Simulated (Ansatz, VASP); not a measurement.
**WC: VASP beside Ansatz**

Contents of INCAR:

```
PREC = Accurate ; ENCUT = 520
EDIFF = 1E-6 ; ISMEAR = -1
SIGMA = 0.05 ; LREAL = False
LASPH = True ; NELM = 60
ALGO = Normal ; ISIF = 2
LWAVE = False ; LCHARG = False
GGA = CA ; NBANDS = 16
```

File KPOINTS:

```
Automatic mesh
0
Gamma
  10 10 10
```

The input POSCAR:

```
WC
1.0
    0.0000000000      2.1926840000      2.1926840000
    2.1926840000      0.0000000000      2.1926840000
    2.1926840000      2.1926840000      0.0000000000
W C
1 1
Direct
    0.0000000000      0.0000000000      0.0000000000
    0.5000000000      0.5000000000      0.5000000000
```

input.yaml

```yaml
crystal:
  lattice:
    - [0.0, 2.192684, 2.192684]
    - [2.192684, 0.0, 2.192684]
    - [2.192684, 2.192684, 0.0]
  atoms:
    - { symbol: W, position: [0.0, 0.0, 0.0] }
    - { symbol: C, position: [0.5, 0.5, 0.5] }
kpoints:
  mp_grid: { grid: [10, 10, 10] }
scf:
  occupations: { method: fermi_dirac, width: 0.05 }
hamiltonian:
  xc: lda
  pseudopotentials: { kind: all_electron, lapw: { basis_error: 0.001 } }
output:
  forces: true
  stress: true
  eigenvalues: true
```

Alike in both runs: task single point; functional LDA; k mesh 10 × 10 × 10; occupations fermi-dirac, width 0.05 eV; no spin polarisation.

|  | VASP | Ansatz |
| --- | --- | --- |
| version | VASP 6.6.1 | Ansatz 0.2.0 |
| potentials or method | VASP PAW LDA potentials, release 64 (W_sv, C) | all-electron LAPW, scalar-relativistic |
| plane-wave cutoff (eV) | 520 | see its input |

```tsv
	VASP	Ansatz	Ansatz less VASP
gap on the k mesh at the Fermi level (eV)	none	none	-
pressure (GPa)	-14.0	-16.1	-2.06
```

A gap of «none» marks a metal or a gap that the smearing closes. Ansatz ran all-electron here, so the differences hold the error of VASP's frozen core and of both bases.

The runs have no spin-orbit coupling, so splittings on W are missing.
